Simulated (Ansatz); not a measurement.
# MgO: the band gap up the ladder of functionals

The task here is to estimate one member of a computed series from the others.

The runs shown are made with Ansatz 0.2.0. PAW datasets, plane waves. The cell comes from a prototype generator: it can be a known phase or a hypothetical one. Spin polarisation is off.

## Starting point

The cell was relaxed beforehand with r2SCAN.

It is cubic, Pm-3m (No. 221); conventional cell a = 2.623 Å, 9.03 Å³ an atom. Near Mg stand 8 O at 2.27 Å; near O stand 8 Mg at 2.27 Å.

Coordinates:

```cif
data_structure
_symmetry_space_group_name_H-M 'Pm-3m'
_symmetry_Int_Tables_number 221
_cell_length_a 2.6233
_cell_length_b 2.6233
_cell_length_c 2.6233
_cell_angle_alpha 90.000
_cell_angle_beta 90.000
_cell_angle_gamma 90.000
_cell_volume 18.05
loop_
_atom_site_label
_atom_site_type_symbol
_atom_site_symmetry_multiplicity
_atom_site_Wyckoff_symbol
_atom_site_fract_x
_atom_site_fract_y
_atom_site_fract_z
_atom_site_occupancy
Mg1 Mg 1 a 0.00000 0.00000 0.00000 1
O1 O 1 b 0.50000 0.50000 0.50000 1
```

Set-up of the first run:

Contents of input.yaml:

```yaml
crystal:
  lattice:
    - [2.6233491285, 0.0, 0.0]
    - [0.0, 2.6233491285, 0.0]
    - [0.0, 0.0, 2.6233491285]
  atoms:
    - { symbol: Mg, position: [0.0, 0.0, 0.0] }
    - { symbol: O, position: [0.5, 0.5, 0.5] }
kpoints:
  mp_grid: { grid: [10, 10, 10] }
  band_path:
    path:
      - [[0.0, 0.0, 0.0], [-1.025355520913e-50, 0.5, -2.290644620303e-68], [0.5, 0.5, 7.341493068697e-35], [0.0, 0.0, 0.0], [0.5, 0.5, 0.5], [-1.025355520913e-50, 0.5, -2.290644620303e-68]]
      - [[0.5, 0.5, 0.5], [0.5, 0.5, 7.341493068697e-35]]
    npoints: 10
hamiltonian:
  xc: pbe
scf:
  occupations: { method: fermi_dirac, width: 0.02 }
  n_extra_bands: 4
output:
  forces: true
  stress: true
  eigenvalues: true
```

The run is started by

```console
$ ansatz run input.yaml --threads 2 --pin off --max-ram 2211MiB --backend cpu --events-out ev --progress --plain --runs-dir out
```

Steps of the session up to this table: Band structure with PBE; r2SCAN at the same geometry; Single point with HSE06; Single point with PBE0; LDA; One-shot GW from PBE; G0W0 on PBE; DDH-PBE0; Single point with LC-ωPBE; Hartree-Fock at the same geometry.

One of the session's tables, all rows but one given; the rest of the session is left out.

| level | gap (eV) |
| --- | --- |
| PBE | 2.64 |
| r2SCAN | 3.49 |
| HSE06 | 4.20 |
| PBE0 | ? |
| LDA | 2.57 |
| G0W0@PBE (53 empty bands) | 4.40 |
| G0W0@PBE (133 empty bands) | 4.62 |
| DDH-PBE0 | 5.12 |
| LC-ωPBE | 9.80 |
| Hartree-Fock | 12.94 |

**Question.** Estimate the row for PBE0.

As computed: gap (eV): 4.94. In the column «gap (eV)» it lies between G0W0@PBE (133 empty bands) (4.62) and DDH-PBE0 (5.12).

Meshes: PBE 10×10×10, r2SCAN 10×10×10, HSE06 6×6×6, PBE0 6×6×6, LDA 10×10×10, DDH-PBE0 6×6×6, LC-ωPBE 6×6×6, Hartree-Fock 6×6×6.

Against G0W0@PBE, PBE is short by 1.98 eV, at 57 % of it, and r2SCAN 76 %. PBE0 lies 0.74 eV above HSE06, which differs from it by screening the long-range exchange. Hartree-Fock lies above G0W0@PBE by 8.3 eV. G0W0 values are finite-basis, finite-mesh values.

Caveats from the session: Warnings in the runs' records: stress exchange threshold loose, stress scf threshold loose.
